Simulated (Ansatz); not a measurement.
# V: further runs on the relaxed cell

An exercise on one series of results from a longer session: the logs are not shown, and one member is left open.

Computed with Ansatz 0.2.0 (DFT PBEsol, scalar-relativistic, plane waves, PAW, unless a step's input says otherwise).

2 further runs of the same task are left out: 2 set aside as unsound or not needed.

### Starting point

It takes space group Im-3m (No. 229, cubic). The conventional cell has a = 2.959 Å, b = 2.959 Å, c = 2.959 Å, α = 90.00°, β = 90.00°, γ = 90.00°. V (site symmetry m-3m) is surrounded by 8 V at 2.56 Å.

Coordinates:

```cif
data_structure
_symmetry_space_group_name_H-M 'Im-3m'
_symmetry_Int_Tables_number 229
_cell_length_a 2.9588
_cell_length_b 2.9588
_cell_length_c 2.9588
_cell_angle_alpha 90.000
_cell_angle_beta 90.000
_cell_angle_gamma 90.000
_cell_volume 25.90
loop_
_atom_site_label
_atom_site_type_symbol
_atom_site_symmetry_multiplicity
_atom_site_Wyckoff_symbol
_atom_site_fract_x
_atom_site_fract_y
_atom_site_fract_z
_atom_site_occupancy
V1 V 2 a 0.00000 0.00000 0.00000 1
```

It is the result of an earlier relaxation at this level (volume 12.95 Å³/atom; gap on the mesh: none (metal)).

The first run:

input.yaml reads:

```yaml
crystal:
  lattice:
    - [-1.4794246028, 1.4794246028, 1.4794246028]
    - [1.4794246028, -1.4794246028, 1.4794246028]
    - [1.4794246028, 1.4794246028, -1.4794246028]
  atoms:
    - { symbol: V, position: [0.0, 0.0, 0.0] }
basis:
  ecutwfc: 420
kpoints:
  mp_grid: { grid: [20, 20, 20] }
  band_path:
    path:
      - [[0.0, 0.0, 0.0], [0.5, -0.5, 0.5], [0.0, 0.0, 0.5], [0.0, 0.0, 0.0], [0.25, 0.25, 0.25], [0.5, -0.5, 0.5]]
      - [[0.25, 0.25, 0.25], [0.0, 0.0, 0.5]]
    npoints: 14
hamiltonian:
  xc: pbesol
scf:
  occupations: { method: gaussian, width: 0.1 }
  n_extra_bands: 6
output:
  forces: true
  stress: true
  eigenvalues: true
  populations: true
  dos: { projected: true, de: 0.02, nscf_kmesh: { grid: [30, 30, 30] } }
  bader: true
  write_density: true
  write_potential: true
  elf: true
  volumetric_format: npy
```

Launch:

```console
> ansatz run input.yaml --threads 1 --pin off --max-ram 2560MiB --backend cpu --events-out ev --progress --plain --runs-dir out
```

Steps of the session up to this table: Bands, states and charges; Back to the database's cell; Point at V/V0 = 0.97; The cell scaled to 1.03 of its volume; The cell scaled to 0.94 of its volume; Volume × 1.06; Volume × 0.91; Volume × 1.10; Volume × 0.88.

One table of the session follows, with a row left open; its other results are not shown here.

It belongs to the step «Equation of state». 

```
volume (Å³/atom)  energy above the lowest point (meV/atom)  pressure (GPa)
          11.398                                     139.4           31.80
          11.786                                         ?               ?
          12.175                                      31.4           13.69
          12.563                                       7.5            6.38
          12.952                                       0.0            0.01
          13.341                                       6.9           -5.51
          13.729                                      26.4          -10.30
          14.247                                      68.9          -15.69
```

Q: Estimate the row for volume (Å³/atom) = 11.786 from the others.

Worked estimate for «energy above the lowest point (meV/atom)». A straight line through the neighbours (11.398, 139.4) and (12.175, 31.4) gives 139.4 + (31.4 − 139.4) × (11.786 − 11.398) / (12.175 − 11.398) = 85.5; a parabola fitted to 3 rows on both sides gives 75.4.

The run gave: energy above the lowest point (meV/atom): 74.4; pressure (GPa): 22.11. In «energy above the lowest point (meV/atom)» the line misses by +11.1 and the parabola by +1.0.
